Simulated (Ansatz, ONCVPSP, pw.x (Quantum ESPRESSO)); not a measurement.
**pw.x on diamond Si: one setting changed**

Potential: optimised norm-conserving Vanderbilt (ONCV), ONCVPSP 4.0.1.1 (patched build), PBEsol; core [Ne], reference 3s2 3p2; waves: 3s: rc 1.55 bohr, ncon 4, nbas 8, qcut 5 1/bohr, 1 projector; 3p: rc 2.15 bohr, ncon 5, nbas 10, qcut 3.5 1/bohr, 3 projectors, debl 3.3 Ha; d scattering state at 0.14 Ha: rc 1.90 bohr, ncon 5, nbas 9, qcut 6.3 1/bohr, 2 projectors, debl 4 Ha; local part: polynomial inside 1.10 bohr (lpopt 5, dvloc0 6 Ha); core correction: none.

The reference run (k-mesh 9³, cutoffs 35/140 Ry, Fermi–Dirac 0.01 Ry, mixing_beta 0.4, conv_thr 1e-9, no spin) gives -0.07 GPa at 20.005 Å³/atom, where all-electron LAPW gives 0.14 GPa. This run, with its own iteration cap, changes smearing to mv.

```
&control
  calculation='scf', prefix='x', pseudo_dir='./', outdir='./tmp', tstress=.true., disk_io='none'
/
&system
  ibrav=0, nat=2, ntyp=1, ecutwfc=35, ecutrho=140, nbnd=11,
  occupations='smearing', smearing='mv', degauss=0.01
/
&electrons
  conv_thr=1e-09, mixing_beta=0.4, electron_maxstep=60
/
ATOMIC_SPECIES
Si 1.0 Si.UPF
CELL_PARAMETERS angstrom
  0.00000000 2.71464380 2.71464380
  2.71464380 0.00000000 2.71464380
  2.71464380 2.71464380 0.00000000
ATOMIC_POSITIONS crystal
Si 0.0000 0.0000 0.0000
Si 0.2500 0.2500 0.2500
K_POINTS automatic
9 9 9 0 0 0
```

```bash
pw.x < Si.scf.in > Si.scf.out
```

Task: How does the run end?

Result: It converges in 7 iterations; the free energy moves by +1.8 meV/atom and the pressure by +0.04 GPa. This scheme is built to cancel the term in the square of the width that Fermi–Dirac smearing leaves in the F of a metal.

```
Message from routine setup:
     using ibrav=0 with symmetry is DISCOURAGED, use correct ibrav instead
     lattice parameter (alat)  =       7.2548  a.u.
     unit-cell volume          =     270.0009 (a.u.)^3
     number of electrons       =         8.00
     number of Kohn-Sham states=           11
     kinetic-energy cutoff     =      35.0000  Ry
     charge density cutoff     =     140.0000  Ry
     scf convergence threshold =      1.0E-09
     Exchange-correlation= PBESOL
     number of k points=    35  Marzari-Vanderbilt smearing, width (Ry)=  0.0100
     iteration #  1     ecut=    35.00 Ry     beta= 0.40
     total energy              =     -15.78341166 Ry
     estimated scf accuracy    <       0.05622076 Ry
     iteration #  2     ecut=    35.00 Ry     beta= 0.40
     total energy              =     -15.78033730 Ry
     estimated scf accuracy    <       0.01469169 Ry
     iteration #  3     ecut=    35.00 Ry     beta= 0.40
     total energy              =     -15.78099597 Ry
     estimated scf accuracy    <       0.00025198 Ry
     iteration #  4     ecut=    35.00 Ry     beta= 0.40
     Minimization algorithm failed to find Fermi energy: reverting to bisection
     total energy              =     -15.78121490 Ry
     estimated scf accuracy    <       0.00000017 Ry
     iteration #  5     ecut=    35.00 Ry     beta= 0.40
     total energy              =     -15.78104869 Ry
     estimated scf accuracy    <       0.00000004 Ry
     iteration #  6     ecut=    35.00 Ry     beta= 0.40
     total energy              =     -15.78104893 Ry
     estimated scf accuracy    <          3.0E-09 Ry
     iteration #  7     ecut=    35.00 Ry     beta= 0.40
     the Fermi energy is     6.4744 ev
!    total energy              =     -15.78104905 Ry
     estimated scf accuracy    <          2.3E-11 Ry
     smearing contrib. (-TS)   =       0.00000350 Ry
     The total energy is F=E-TS. E is the sum of the following terms:
     one-electron contribution =       4.72172349 Ry
     hartree contribution      =       1.07698770 Ry
     xc contribution           =      -4.77861572 Ry
     ewald contribution        =     -16.80114802 Ry
     convergence has been achieved in   7 iterations
          total   stress  (Ry/bohr**3)                   (kbar)     P=       -0.24
     Message from routine punch:
     Nothing written, as per user request (disk_io='none')
```

The run took about 4.3 s on one core of a shared host (Neoverse-V2, 96 threads, 742 GiB, load 84).
